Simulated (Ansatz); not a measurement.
A (001) slab of Ta2C (P-3m1 (No. 164)), 7 planes, outer planes C (top) and C (bottom), with 7 atoms (Ta4C3) in a surface cell of A = 8.377 Å², as cut from the bulk:

```xyz
7
Lattice="3.1102 0.0000 0.0000 -1.5551 2.6935 0.0000 0.0000 0.0000 24.8846" Properties=species:S:1:pos:R:3 pbc="T T T"
C     0.0000    0.0000    7.5000
Ta    0.0000    1.7957    8.7532
Ta    1.5551    0.8978   11.1891
C     0.0000    0.0000   12.4423
Ta    0.0000    1.7957   13.6955
Ta    1.5551    0.8978   16.1314
C     0.0000    0.0000   17.3846
```

Computed with DFT r2SCAN, scalar-relativistic, plane waves, PAW (Ansatz 0.2.0). Settings: cutoff 500 eV, Γ-centred mesh 12×12×1 on the computed 7-atom cell, Gaussian smearing of 0.10 eV; no spin polarisation.

The relaxed slab holds 2 formula units of Ta₂C and 1 further C. Against those formula units in the bulk and the further C in its standard state it lies 5.473 eV higher. The formation energy of Ta₂C from the standard states is -2.093 eV a formula unit (uncorrected, no zero-point or thermal terms).

Q: Over what range can the chemical potential of C vary, and what is the surface energy at both ends?

A: In contact with the bulk, μ(C) + 2μ(Ta) is fixed. With Δμ counted from the standard states, Δμ(C) ≤ 0 keeps elemental C from forming, and Δμ(Ta) ≤ 0 requires Δμ(C) ≥ ΔH = -2.093 eV. Other compounds of C and Ta can narrow this range. Then γ, the mean of both faces, = [5.473 eV − 1.00·Δμ(C)]/(2A). At the C-rich end (Δμ = 0): 5.473/(2 × 8.377) × 16.02 = 5.23 J/m². At the C-poor end: (5.473 + 2.093)/(2 × 8.377) × 16.02 = 7.23 J/m².

Q: How does its energy depend on growth conditions?

A: It carries an excess of C, so its energy falls by 0.96 J/m² for each eV that μ(C) rises: C-rich conditions lower it; whether it appears depends on the other terminations.